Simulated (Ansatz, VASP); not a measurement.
## Sb: VASP beside Ansatz

The input INCAR:

```
PREC = Accurate
ENCUT = 520
EDIFF = 1E-6
ISMEAR = 0
SIGMA = 0.15
LREAL = False
LASPH = True
NELM = 60
ALGO = Normal
ISIF = 2
LWAVE = False
LCHARG = True
GGA = PS
LELF = True
LVHAR = True
NBANDS = 8
```

File KPOINTS:

```
regular mesh
0
Gamma
  16 16 16
```

Contents of POSCAR:

```
Sb
1.0
    3.1600000000      0.0000000000      0.0000000000
    0.0000000000      3.2785000000      0.0000000000
    0.0000000000      0.0000000000      3.1600000000
Sb
1
Direct
    0.0000000000      0.0000000000      0.0000000000
```

Input for Ansatz:

```yaml
crystal:
  lattice:
    - [3.16, 0.0, 0.0]
    - [0.0, 3.2785, 0.0]
    - [0.0, 0.0, 3.16]
  atoms:
    - { symbol: Sb, position: [0.0, 0.0, 0.0] }
basis:
  ecutwfc: 420
kpoints:
  mp_grid: { grid: [16, 16, 16] }
hamiltonian:
  xc: pbesol
scf:
  occupations: { method: gaussian, width: 0.15 }
output:
  forces: true
  stress: true
  eigenvalues: true
```

Change from the starting cell: strain +0.0375 x Voigt [0, 1, 0, 0, 0, 0], atoms carried along.

Alike in both runs: task single point; functional PBEsol; k mesh 16 × 16 × 16; occupations gaussian, width 0.15 eV; no spin polarisation.

```csv
,VASP,Ansatz
version,VASP 6.6.1,Ansatz 0.2.0
potentials or method,"VASP PAW PBE potentials, release 64 (Sb)","scalar-relativistic, plane waves, PAW"
plane-wave cutoff (eV),520,420
valence electrons in the cell,5,15
```

VASP gave:

| Property | Result |
| --- | --- |
| gap on the k mesh at the Fermi level (eV) | none |
| pressure (GPa) | -6.0 |
| largest component of the traceless stress (GPa) | 1.69 |

Which values does Ansatz return?

gap on the k mesh at the Fermi level (eV): none; pressure (GPa): -6.0; largest component of the traceless stress (GPa): 1.67.

A gap of «none» marks a metal or a gap that the smearing closes. The two sets of potentials don't hold the same shells in valence.

Caveats: the PAW data sets were made with another functional, which shifts forces and pressure a little (VASP). The runs have no spin-orbit coupling, so splittings on Sb are missing.
